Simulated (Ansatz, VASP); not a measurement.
I: VASP beside Ansatz

The input INCAR:

```
AGGAC = 1.0
AGGAX = 1.0
ALDAC = 0.0
ALDAX = 1.0
ALGO = Normal
EDIFF = 1E-6
ENCUT = 520
GGA = B5
ISIF = 2
ISMEAR = -1
LASPH = T
LCHARG = T
LELF = T
LREAL = F
LVHAR = T
LWAVE = F
NBANDS = 10
NELM = 100
PREC = Accurate
SIGMA = 0.05
```

The input KPOINTS:

```
k-points
0
Gamma
  9 9 9
```

The input POSCAR:

```
I
1.0
    0.0000000000      2.3336289500      3.8569979773
    2.1626168959      0.0000000000      3.8569979773
    2.1626168959      2.3336289500      0.0000000000
I
1
Direct
    0.0000000000      0.0000000000      0.0000000000
```

The input input.yaml:

```yaml
crystal:
  lattice:
    - [0.0, 2.33362895, 3.8569979773]
    - [2.1626168959, 0.0, 3.8569979773]
    - [2.1626168959, 2.33362895, 0.0]
  atoms:
    - { symbol: I, position: [0.0, 0.0, 0.0] }
hamiltonian:
  xc: blyp
  pseudopotentials: { kind: paw }
kpoints:
  mp_grid: { grid: [9, 9, 9] }
scf:
  occupations: { method: fermi_dirac, width: 0.05 }
output:
  forces: true
  stress: true
  eigenvalues: true
```

Alike in both runs: task single point; functional BLYP; k mesh 9 × 9 × 9; occupations fermi-dirac, width 0.05 eV; no spin polarisation.

```csv
,VASP,Ansatz
version,VASP 6.6.1,Ansatz 0.2.0
potentials or method,"VASP PAW PBE potentials, release 64 (I)",Ansatz PAW
plane-wave cutoff (eV),520,420
valence electrons in the cell,7,17
```

VASP gave:

```
gap on the k mesh at the Fermi level (eV)       : none
pressure (GPa)                                  : 4.6
largest component of the traceless stress (GPa) : 2.06
```

Task: Estimate Ansatz's values.

Result: gap on the k mesh at the Fermi level (eV): none; pressure (GPa): 4.5; largest component of the traceless stress (GPa): 1.99.

A gap of «none» marks a metal or a gap that the smearing closes. The two sets of potentials don't hold the same shells in valence.

Caveats: an odd number of electrons without spin polarisation forces a metal; a magnetic or distorted state may lie lower; the PAW data sets were made with another functional, which shifts forces and pressure a little (VASP); the PAW data sets come from PBE, with cores solved anew for the run's functional, which leaves a small shift of forces and pressure (Ansatz). The runs have no spin-orbit coupling, so splittings on I are missing.
